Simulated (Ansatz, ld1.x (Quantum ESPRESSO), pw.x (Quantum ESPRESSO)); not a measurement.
# pw.x on sc V: one setting changed

Potential: PAW, ld1.x (Quantum ESPRESSO) 7.5, PBE; core [Ne], reference 3s2 3p6 3d3 4s1.75 4p0.25; waves: 3s (bound): rcut 1.25, rcutus 1.65 bohr; 4s (bound): rcut 1.25, rcutus 1.65 bohr; 3p (bound): rcut 1.45, rcutus 1.55 bohr; 4p (bound): rcut 1.45, rcutus 1.55 bohr; 3d (bound): rcut 1.95, rcutus 2.25 bohr; 3d channel at 2.05 Ry: rcut 1.95, rcutus 2.25 bohr; local part: all-electron potential smoothed inside 1.20 bohr (lloc = -2); core correction: Bessel-smoothed model core inside 1.50 bohr; augmentation: PSQ, radius 1.35 bohr.

The reference run (k-mesh 13³, cutoffs 75/600 Ry, Fermi–Dirac 0.01 Ry, mixing_beta 0.4, conv_thr 1e-9, no spin) gives 0.31 GPa at 14.583 Å³/atom, where all-electron LAPW gives 1.01 GPa. This run, with its own iteration cap, changes degauss to 0.02.

```
&control
  calculation='scf', prefix='x', pseudo_dir='./', outdir='./tmp', tstress=.true., disk_io='none'
/
&system
  ibrav=0, nat=1, ntyp=1, ecutwfc=75, ecutrho=600, nbnd=14,
  occupations='smearing', smearing='fd', degauss=0.02
/
&electrons
  conv_thr=1e-09, mixing_beta=0.4, electron_maxstep=60
/
ATOMIC_SPECIES
V 1.0 V.UPF
CELL_PARAMETERS angstrom
  2.44314340 0.00000000 0.00000000
  0.00000000 2.44314340 0.00000000
  0.00000000 0.00000000 2.44314340
ATOMIC_POSITIONS crystal
V 0.0000 0.0000 0.0000
K_POINTS automatic
13 13 13 0 0 0
```

```bash
pw.x < V.scf.in > V.scf.out
```

Problem. How does the run end?

Solution. It converges in 23 iterations; the free energy moves by -124.1 meV/atom and the pressure by +1.72 GPa. In a metal, with Fermi–Dirac smearing, F lies below its zero-width value by a term in the square of the width.

```
Message from routine setup:
     using ibrav=0 with symmetry is DISCOURAGED, use correct ibrav instead
     lattice parameter (alat)  =       4.6169  a.u.
     unit-cell volume          =      98.4110 (a.u.)^3
     number of electrons       =        13.00
     number of Kohn-Sham states=           14
     kinetic-energy cutoff     =      75.0000  Ry
     charge density cutoff     =     600.0000  Ry
     scf convergence threshold =      1.0E-09
     Exchange-correlation= SLA  PW   PBX  PBC
     number of k points=    84  Fermi-Dirac smearing, width (Ry)=  0.0200
     iteration #  1     ecut=    75.00 Ry     beta= 0.40
     total energy              =    -213.97693187 Ry
     estimated scf accuracy    <       0.03396440 Ry
     iteration #  2     ecut=    75.00 Ry     beta= 0.40
     total energy              =    -213.98401166 Ry
     estimated scf accuracy    <       0.00303727 Ry
     iteration #  3     ecut=    75.00 Ry     beta= 0.40
     total energy              =    -213.98443806 Ry
     estimated scf accuracy    <       0.00102418 Ry
     [... 17 iterations left out ...]
     iteration # 21     ecut=    75.00 Ry     beta= 0.40
     total energy              =    -213.98464878 Ry
     estimated scf accuracy    <          7.3E-09 Ry
     iteration # 22     ecut=    75.00 Ry     beta= 0.40
     total energy              =    -213.98464878 Ry
     estimated scf accuracy    <          6.7E-09 Ry
     iteration # 23     ecut=    75.00 Ry     beta= 0.40
     the Fermi energy is    15.1604 ev
!    total energy              =    -213.98464878 Ry
     estimated scf accuracy    <          5.9E-10 Ry
     smearing contrib. (-TS)   =      -0.02464301 Ry
     The total energy is F=E-TS. E is the sum of the following terms:
     one-electron contribution =     -52.10403033 Ry
     hartree contribution      =      35.13190527 Ry
     xc contribution           =     -17.37499683 Ry
     ewald contribution        =    -103.85890782 Ry
     one-center paw contrib.   =     -75.75397606 Ry
     convergence has been achieved in  23 iterations
          total   stress  (Ry/bohr**3)                   (kbar)     P=       20.29
     Message from routine punch:
     Nothing written, as per user request (disk_io='none')
```

The run took about 40 s on one core of a shared host (Neoverse-V1, 32 threads, 247 GiB, load 27).
